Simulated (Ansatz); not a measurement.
NaCl: energy along a strain

NaCl, Pm-3m, a = 3.502 Å (as given, not relaxed at this level: -1.2 GPa). This isn't the usual stable structure of the compound. Ansatz: PBEsol, PAW, 420 eV, Γ-centred 6×6×6 mesh on 2 atoms, Gaussian smearing 0.05 eV; no spin polarisation. Cell vectors (Å): 3.502 0.000 0.000; 0.000 3.502 0.000; 0.000 0.000 3.502. The cell is strained by x per cent times the pattern (0 0 0 0 1 0) in the order xx yy zz yz xz xy (engineering shears), with fractional coordinates held. y is the free energy over the start, V0 = 21.478 Å³/atom. Symmetry makes y even in x. Points with a strain past 8.5 % were computed too (4) and aren't used here.

| x (%) | y (meV/atom) |
| --- | --- |
| -7.50 | -1.13 |
| 0.00 | 0.00 |
| 1.87 | -0.07 |
| 3.75 | -0.29 |
| 5.62 | ? |

Fit y = c2 x² + c4 x⁴ to the other rows, get the stiffness along the pattern, and predict the missing energy.

Least squares on the rows shown. y = −0.02073 x² + 1.139×10⁻⁵ x⁴. The clamped-ion stiffness p·C·p = 2 × -0.2073 eV × 160.2 / 21.478 Å³ = -3.1 GPa, which is C55 in these axes (C44 of the cubic crystal) (second derivative at the start, which stands under stress). At x = 5.62 the fit asked for gives -0.64 meV/atom. The run gave -0.65 meV/atom, so the fit is 0.01 meV/atom too high, a small miss on the scale of the series.